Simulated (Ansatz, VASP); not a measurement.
## Cross-check of C127N (N_C) between VASP and Ansatz

Wanted: the spread between two codes on one cell, functional and k mesh. The cell is taken from a series of runs on this material, whose earlier steps may have relaxed, scaled, displaced or heated it; both programs get it as it stands.

Program: Ansatz 0.2.0. Level of theory: plane waves, with VASP 6.6.1 beside it; single point at PBEsol. Results are calculated unless marked as measured.

**1. Starting point**

The cell holds 128 atoms: 127 C and 1 N. Cell: a = 10.052 Å, b = 10.052 Å, c = 10.052 Å, α = 60.0°, β = 60.0°, γ = 60.0°. It derives from C (C (Fd-3m)). Nearest the centre at fractional (0.500, 0.500, 0.500): N128 at 0.00 Å, C84 at 1.55 Å, C78 at 1.55 Å, C85 at 1.55 Å, C54 at 1.56 Å, C116 at 2.51 Å, C114 at 2.51 Å, C108 at 2.51 Å. The cell carries charge +1.

**2. VASP: single point, PBEsol**

With cell and atoms fixed, the geometry can't cause a difference; cores, projectors, grids and the points listed under the comparison can.

Lines of VASP's logs that name or quote its potential files are left out, and so is its time.

INCAR

```
SYSTEM = C127N
PREC = Accurate
ENCUT = 520
EDIFF = 1E-06
NELM = 120
ISMEAR = 0
SIGMA = 0.01
LREAL = Auto
ALGO = Normal
GGA = PS
NELECT = 512
NBANDS = 352
LORBIT = 11
LWAVE = .FALSE.
LCHARG = .FALSE.
ISIF = 2
ISYM = 0
LASPH = .TRUE.
GGA_COMPAT = .FALSE.
EFERMI = MIDGAP
KPAR = 4
```

POSCAR

```
C127N
1.0
    0.0000000000      7.1075237230      7.1075237230
    7.1075237230      0.0000000000      7.1075237230
    7.1075237230      7.1075237230      0.0000000000
C N
127 1
Direct
    0.9993550000      0.0000350000      0.0002100000
    0.0619050000      0.0625850000      0.0627600000
[... 27 atom lines left out ...]
    0.0617750000      0.8123350000      0.5630100000
[... 15 atom lines left out ...]
    0.3116850000      0.3123650000      0.5630000000
    0.2492100000      0.2498900000      0.7503400000
    0.3117250000      0.3124050000      0.8129600000
[... 3 atom lines left out ...]
    0.3116800000      0.5628150000      0.3125400000
    0.2500200000      0.4995300000      0.4997050000
    0.3105250000      0.5630300000      0.5631850000
    0.2500450000      0.4995700000      0.7504850000
    0.3117500000      0.5628550000      0.8129400000
[... 2 atom lines left out ...]
    0.2491950000      0.7501750000      0.2500650000
    0.3117150000      0.8127800000      0.3125750000
    0.2500350000      0.7503150000      0.4997400000
    0.3117550000      0.8127700000      0.5630150000
    0.2492350000      0.7501900000      0.7503600000
[... 6 atom lines left out ...]
    0.5621700000      0.0624200000      0.5630250000
[... 1 atom line left out ...]
    0.5621500000      0.0624600000      0.8125150000
[... 3 atom lines left out ...]
    0.5621350000      0.3123600000      0.3125400000
    0.4988500000      0.2507000000      0.4997050000
    0.5623500000      0.3112050000      0.5631850000
    0.4988900000      0.2507250000      0.7504850000
    0.5621750000      0.3124300000      0.8129400000
[... 1 atom line left out ...]
    0.5621650000      0.5628450000      0.0626100000
    0.4988500000      0.4995300000      0.2508900000
    0.5623350000      0.5630150000      0.3114000000
    0.5624650000      0.5631450000      0.5633200000
    0.4988950000      0.4995750000      0.7505300000
    0.5621950000      0.5628750000      0.8125300000
[... 1 atom line left out ...]
    0.5621350000      0.8123300000      0.0626550000
    0.4988700000      0.7503050000      0.2509150000
    0.5621600000      0.8127600000      0.3126200000
    0.4988900000      0.7503650000      0.4997550000
    0.5621950000      0.8123650000      0.5630450000
[... 7 atom lines left out ...]
    0.8116550000      0.0624550000      0.5630100000
[... 4 atom lines left out ...]
    0.7494950000      0.2498750000      0.2500650000
    0.8121000000      0.3123950000      0.3125750000
    0.7496350000      0.2507150000      0.4997400000
    0.8120900000      0.3124350000      0.5630150000
    0.7495100000      0.2499150000      0.7503600000
[... 2 atom lines left out ...]
    0.8116500000      0.5628150000      0.0626550000
    0.7496250000      0.4995500000      0.2509150000
    0.8120800000      0.5628400000      0.3126200000
    0.7496850000      0.4995700000      0.4997550000
    0.8116850000      0.5628750000      0.5630450000
[... 4 atom lines left out ...]
    0.7495000000      0.7501800000      0.2501000000
[... 5 atom lines left out ...]
    0.4994300000      0.5001100000      0.5002600000
```

KPOINTS

```
Points of the shifted mesh
8
Reciprocal
 0.2500000000  0.2500000000  0.2500000000 1
 0.2500000000  0.2500000000  0.7500000000 1
 0.2500000000  0.7500000000  0.2500000000 1
 0.2500000000  0.7500000000  0.7500000000 1
 0.7500000000  0.2500000000  0.2500000000 1
 0.7500000000  0.2500000000  0.7500000000 1
 0.7500000000  0.7500000000  0.2500000000 1
 0.7500000000  0.7500000000  0.7500000000 1
```

PAW data sets: C and N (PBE family, release 64).

Command:

```console
mpirun -np 16 vasp_std
```

Numbers of over 12 decimals in the logs are rounded to 6 here.

What it wrote:

```text
[banner, memory and clock lines left out]
running   16 mpi-ranks, on    1 nodes
[...]
|                                                                             |
|           W    W    AA    RRRRR   N    N  II  N    N   GGGG   !!!           |
|           W    W   A  A   R    R  NN   N  II  NN   N  G    G  !!!           |
|           W    W  A    A  R    R  N N  N  II  N N  N  G       !!!           |
|           W WW W  AAAAAA  RRRRR   N  N N  II  N  N N  G  GGG   !            |
|           WW  WW  A    A  R   R   N   NN  II  N   NN  G    G                |
|           W    W  A    A  R    R  N    N  II  N    N   GGGG   !!!           |
|                                                                             |
|     For optimal performance we recommend to set                             |
|       NCORE = 2 up to number-of-cores-per-socket                            |
|     NCORE specifies how many cores store one orbital (NPAR=cpu/NCORE).      |
|     This setting can greatly improve the performance of VASP for DFT.       |
[...]
DAV:   5    -0.128416021706E+04   -0.62281E-01   -0.62165E-01  7096   0.124E+00BRMIX: very serious problems
 the old and the new charge density differ
 old charge density:   513.00000 new  511.99999
BRMIX: very serious problems
 the old and the new charge density differ
 old charge density:   513.00000 new  511.99999
BRMIX: very serious problems
 the old and the new charge density differ
 old charge density:   513.00000 new  511.99999
BRMIX: very serious problems
 the old and the new charge density differ
 old charge density:   513.00000 new  511.99999
    0.453E+01
DAV:   6    -0.125150076961E+04    0.32659E+02   -0.21958E+01  6824   0.832E+00    0.266E+01
DAV:   7    -0.124045123948E+04    0.11050E+02   -0.30726E+01  6552   0.905E+00    0.566E+00
DAV:   8    -0.124047295490E+04   -0.21715E-01   -0.15270E+00  6800   0.243E+00    0.188E+00
DAV:   9    -0.124047410304E+04   -0.11481E-02   -0.15637E-01  6816   0.680E-01    0.389E-01
[...]
DAV:  13    -0.124047281326E+04   -0.16212E-04   -0.63928E-05  6856   0.145E-02    0.925E-03
DAV:  14    -0.124047281512E+04   -0.18608E-05   -0.49971E-06  6456   0.471E-03    0.411E-03
DAV:  15    -0.124047281517E+04   -0.53918E-07   -0.10730E-06  4416   0.231E-03
   1 F= -.12404728E+04 E0= -.12404728E+04  d E =0.000000E+00
```

OUTCAR, selected parts (step 2):

```text
  FREE ENERGIE OF THE ION-ELECTRON SYSTEM (eV)
  ---------------------------------------------------
  free  energy   TOTEN  =     -1240.4728151704 eV

  energy  without entropy=    -1240.4728151704  energy(sigma->0) =    -1240.47281517
```

The run ends at a pressure of -2.22 GPa, with forces up to 0.079 eV/Å.

**3. Ansatz: single point, PBEsol**

Ansatz runs on its PAW soft_1 files.

The same cell, functional and mesh now go to Ansatz.

input.yaml

```yaml
crystal:
  checkpoint: "../qp1.relax.run"
  host: checkpoint
total_charge: 1
basis:
  ecutwfc: 420
  xc_grid: 2
hamiltonian:
  xc: pbesol
  pseudopotentials: { kind: paw, azcp: { folder: soft_1 }, xc_functional: pbe }
kpoints:
  mp_grid: { grid: [2, 2, 2], shift: [0.5, 0.5, 0.5] }
scf:
  occupations: { method: fixed }
  max_iter: 100
output:
  forces: true
  charged_corrections:
    epsilon: 5.87
    static_epsilon: 5.87
    defect_position: [0.5, 0.5, 0.5]
  eigenvalues: true
checkpoint:
  read: "../qp1.relax.run"
  write: "../qp1.kms.run"
  compress: false
  write_wavefunctions: false
  write_every: 100000
```

Command:

```console
ansatz run input.yaml --threads 32 --pin off --max-ram 84787MiB --backend cuda --events-out ev --progress --plain --runs-dir out --max-vram 78GiB
```

What it wrote:

```text
crystal.checkpoint: the structure is that of <dir>, a `relax` run, at its step 6: its result, under pbesol at a charge of 1 e; 128 atoms read, 0 with a starting moment; crystal.structure_sha256 for this input is
Engine: ansatz 0.2.0, aarch64-unknown-linux-gnu
Pseudopotentials: kind: paw
Pseudopotential: C, paw, valence charge 4, recommended cutoff 420 eV (normal), soft_1/C.paw.azcp
Pseudopotential: N, paw, valence charge 5, recommended cutoff 420 eV (normal), soft_1/N.paw.azcp
Functional definition: PBEsol
  exchange = pbesol_x
  correlation = pbesol_c
device memory: the entry about to start is reckoned to put 13.6 GiB on a device that reports 148.9 GiB free (of which the cap on the GPU budget leaves the run 78.0 GiB)
GPU FFT provider: cuFFT
GPU libraries: cuBLAS 13.8.1, cuFFT 12.4.0, cuSOLVER 12.3.2
GPU matrix products: emulated (plane waves: as basis.precision tells), large ones in fixed point in workspaces of 1.00 GiB
Crystal: 128 atoms, lattice volume = 718.100 Å³
Basis set: ecut = 420 eV, 14163 PW (Γ), exchange–correlation on 144×144×144 points (8 copies of the dense FFT grid, shifted against one another)
Bands: 384, of which v1, the nominal top of the filled ones, is band 256 counted from 1 (255 counted from 0)
Symmetry: 1 space group operations
Space group: P1 (ITA 1), of the structure as read, at distance tolerance 9.0e-5 Å
k-points: 4 of 8 (time reversal used)
Non-local potential: C, projectors of the file, l = 0: 2, l = 1: 2, l = 2: 1
Non-local potential: N, projectors of the file, l = 0: 2, l = 1: 2, l = 2: 1
PAW form: soft (Blöchl's): semilocal exchange-correlation on the pseudo side does not see the compensation charge
PAW frozen core: C, regenerated for the run's functional, and the local potential with it (the file was generated under x = pbe(κ = 0.804, μ = 0.219515), c = pbe(β = 0.066725))
PAW frozen core: N, regenerated for the run's functional, and the local potential with it (the file was generated under x = pbe(κ = 0.804, μ = 0.219515), c = pbe(β = 0.066725))
PAW one-centre angular grid: C, 110 points (default); XC on 64 Gauss nodes
PAW one-centre angular grid: N, 110 points (default); XC on 64 Gauss nodes
Initial density: read from a saved state, or passed on in memory by an earlier SCF of this step, an earlier step, the calling program or the single point that the run made first
Initial wavefunctions: pseudopotential atomic-orbital guess — the wavefunctions supplied were not used: k-point sampling differs
GPU buffer pool allocated for 373248 grid points (all kernels)
GPU transforms: local potential and band sums: pruned to the plane-wave sphere, on 72×72×72
Functional: x = pbesol(κ = 0.804, μ = 0.123457), c = pbesol(β = 0.046)
iter 1 solved again at ethr=4.46e-6 eV; its pass at ethr=3.10e-3 eV (dr2=2.28e-2 eV) is discarded
SCF iter   1: F=—  HF=-31718.485086 eV  |Δ(HF+E_count)|=         —  Δρ=2.36e-3  dr2=2.02e-2  Hψ=8290
preconditioner: auto → Resta (q_TF=auto, 2.579 Å⁻¹)  ε∞=4.4  [insulator: Δε(μ)=3.913 eV  Ē_g=17.067 eV  n_scr=180 (ndim 8)  ℏωp=31.4 eV  f_vac=0.000  ε∞_Penn≈4.4]
SCF iter   2: F=—  HF=-31718.479396 eV  |Δ(HF+E_count)|=   5.69e-3  Δρ=1.26e-3  dr2=5.73e-3  Hψ=1051
SCF iter   3: F=—  HF=-31718.476662 eV  |Δ(HF+E_count)|=   2.73e-3  Δρ=1.43e-4  dr2=1.23e-4  Hψ=2128
SCF iter   4: F=—  HF=-31718.478354 eV  |Δ(HF+E_count)|=   1.69e-3  Δρ=5.10e-5  dr2=1.14e-5  Hψ=2075
SCF iter   5: F=—  HF=-31718.478957 eV  |Δ(HF+E_count)|=   6.03e-4  Δρ=1.84e-5  dr2=2.28e-6  Hψ=2075
SCF iter   6: F=-31718.478956 eV  HF=-31718.478956 eV  |Δ(HF+E_count)|=   3.40e-7  Δρ=4.28e-6  dr2=9.78e-8  Hψ=10529
SCF 1 converged in 6 iterations: F = -31718.478956 eV  dr2 = 9.78e-8
  greatest PAW one-centre occupation: 0.777 electrons in one spin orbital (limit 2), on the N atom at site 84 (counted from 0), in its partial waves of l = 0
SCF converged after 6 iterations
Free energy (F): -31718.478956 eV
Harris-Foulkes:  -31718.478956 eV  (|F-HF|=5.56e-8)
Internal energy: -31718.478956 eV  (E = F + TS)
E sigma→0 (E₀):  -31718.478956 eV
Fermi energy:    13.304171 eV
--- Per-component energies (eV) ---
  E_band       = 2258.301225
  E_kinetic    = 11524.724714
  E_local      = -7036.117547  (includes V_loc(G=0)·N_el)
  E_nonlocal   = 2951.599645
  E_hartree    = 1676.866155
  E_xc         = -6073.969638
  E_vxc        = -7526.361413  (∫ρ·V_xc dr)
  E_paw        = -12322.644713  (= ΣΔE_a)
  E_vpaw       = -1009.274511  (= ΣTr[D̂ρ^β])
  E_aug_tail   = 0.003438  (compensation charges beyond the density's cutoff)
  E_ewald      = -22441.648871
  E_core_change = 2.707861  (= ΣΔE_core)
  E_smearing   = -0.000000  (= −TS)
  E_closure    = 0.000000  (closes the sum)
  E_deformation_potential = 21.790515  (in the stress; not in F)
  Σ components = -31718.478956   (vs F -31718.478956, Δ=0.00e0)
--- Forces (eV/Å), atoms counted from 1 ---
  atom   1  C      0.03673685     0.03596311     0.03616671
  atom   2  C     -0.03523103    -0.03607009    -0.03588903
  atom   3  C      0.03578619     0.03491955     0.03230564
  atom   4  C     -0.03878096    -0.03599104    -0.03827899
  atom   5  C      0.03549937     0.03368486     0.04965732
  atom   6  C     -0.03305045    -0.03674210    -0.03901360
  [... 122 more lines of this table ...]
  max |Σ_I F_I| component: 2.75e-5 eV/Å
--- Charged-cell corrections in eV (Makov–Payne, q = +1.000 e, ε = 5.870) ---
  F (periodic)     = -31718.478956  (uncorrected; the corrections below are reported, never added to it)
  E_corr1          = +0.395605  (monopole, q²α_M/2εL)
  F Makov-Payne    = -31718.083351  (F + E_corr1; no measured alignment; for a localised charge, not one spread in a band: unchecked)
  no potential alignment in this run, which stands beside a crystal: run the host's input off ansatz write-host-input, and read the two finished runs by ansatz place-levels (neither reads a slab, a wire or a sheet, whose cell leaves a vacuum)
--- Band table (eV) ---
  k-point 0: bands = ["-8.7342", "-7.6872", "-7.0211", "-6.6055", "-6.6055", "-6.3679", "-6.2933", "-6.2933", "-6.1509", "-6.0025", "-6.0025", "-5.5948", "-5.2578", "-5.1505", "-5.1505", "-4.9213", "-
  k-point 1: bands = ["-8.6955", "-7.5858", "-7.2959", "-6.9929", "-6.8804", "-6.5265", "-6.2422", "-6.0133", "-5.7858", "-5.6536", "-5.4452", "-5.3542", "-5.1732", "-5.0051", "-4.8651", "-4.7459", "-
  k-point 2: bands = ["-8.6955", "-7.5858", "-7.2958", "-6.9929", "-6.8804", "-6.5265", "-6.2422", "-6.0133", "-5.7858", "-5.6536", "-5.4452", "-5.3542", "-5.1732", "-5.0052", "-4.8652", "-4.7458", "-
  k-point 3: bands = ["-8.6955", "-7.5858", "-7.2958", "-6.9929", "-6.8804", "-6.5266", "-6.2422", "-6.0133", "-5.7857", "-5.6536", "-5.4452", "-5.3542", "-5.1732", "-5.0052", "-4.8652", "-4.7458", "-
```

In the SCF lines HF is the Harris–Foulkes energy and dr2 the Hartree energy of the density residual, in eV; the loop may stop once dr2 is under the threshold and the program's other checks hold. Hψ counts applications of the Hamiltonian.

**4. Comparison**

Known differences besides the potentials themselves: fixed occupations in Ansatz, narrow Gaussian smearing in VASP; the cutoff is 420 eV in Ansatz and 520 eV in VASP (PREC = Accurate, projectors in real space); Ansatz makes its cores anew for this functional, VASP keeps those of its PBE data sets. Total energies have different zeros and are not compared.

Both answers:

| quantity | Ansatz | VASP | difference |
| --- | --- | --- | --- |
| gap on the k mesh (eV) | 3.926 | 3.925 | +0.001 |

Forces on 8 of the 128 atoms, those with the largest forces and the largest differences (eV/Å; atoms numbered as in POSCAR):

| atom | Ansatz x, y, z | VASP x, y, z |
| --- | --- | --- |
| C45 | 0.040, 0.039, 0.041 | 0.040, 0.044, 0.045 |
| C65 | 0.054, 0.032, 0.038 | 0.051, 0.030, 0.036 |
| C77 | 0.031, 0.027, 0.034 | 0.030, 0.042, 0.037 |
| C86 | 0.038, 0.037, 0.037 | 0.041, 0.045, 0.050 |
| C92 | 0.036, 0.042, 0.034 | 0.036, 0.051, 0.044 |
| C93 | -0.039, -0.041, -0.041 | -0.040, -0.039, -0.046 |
| C116 | 0.036, 0.037, 0.037 | 0.044, 0.041, 0.044 |
| C117 | -0.037, -0.040, -0.043 | -0.047, -0.038, -0.042 |

The forces differ by 3.1 meV/Å r.m.s., which is 8.3 % of the r.m.s. force of 0.037 eV/Å (both taken over all components). A gap on the mesh is an upper bound, since the band edges may lie between its points. The cell carries a charge of +1 e against a uniform background, so its pressure also hangs on how the neutralising background is counted, and in a defect's cell a gap may be the spacing between its levels.

**5. Results**

- r.m.s. force difference (single point, PBEsol): 3.1 meV/Å

What this shows: The r.m.s. force difference is 3.1 meV/Å (single point, PBEsol), within the 12 meV/Å picked in this series as the mark of a large difference. How closely two codes agree says nothing of how well the functional describes the real material.

[Lines on the potential files, build, host, timing and source positions are cut from VASP's logs without a mark.]

[Logs are printed without paths, hosts, clocks, repeated set-up lines and the standing remarks that a program may print on its own settings, such as how far it seeks lower states.]

[Hosts, paths, dates, database ids (printed as entryN), source tags and the programs' standing remarks are cut or masked in the printed files.]
